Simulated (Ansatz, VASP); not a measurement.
**Ag in VASP and in Ansatz**

```
CELL_PARAMETERS angstrom
-0.06129 2.01245 2.01245
2.01245 -0.06129 2.01245
2.01245 2.01245 -0.06129
ATOMIC_POSITIONS crystal
Ag 0.00000 0.00000 0.00000
```

Change from the starting cell: equal xy, yz and zx shear strains of -3 %.

Alike in both runs: task single point; functional PBE; k mesh 15 × 15 × 15; occupations fermi-dirac, width 0.05 eV; no spin polarisation.

```csv
,VASP,Ansatz
version,VASP 6.6.1,Ansatz 0.2.0
potentials or method,"VASP PAW PBE potentials, release 64 (Ag), cutoff 520 eV","all-electron LAPW, scalar-relativistic"
```

```tsv
	VASP	Ansatz	Ansatz less VASP
pressure (GPa)	4.8	4.9	+0.15
largest component of the traceless stress (GPa)	1.14	1.15	+0.013
```

Ansatz ran all-electron here, so the differences hold the error of VASP's frozen core and of both bases.
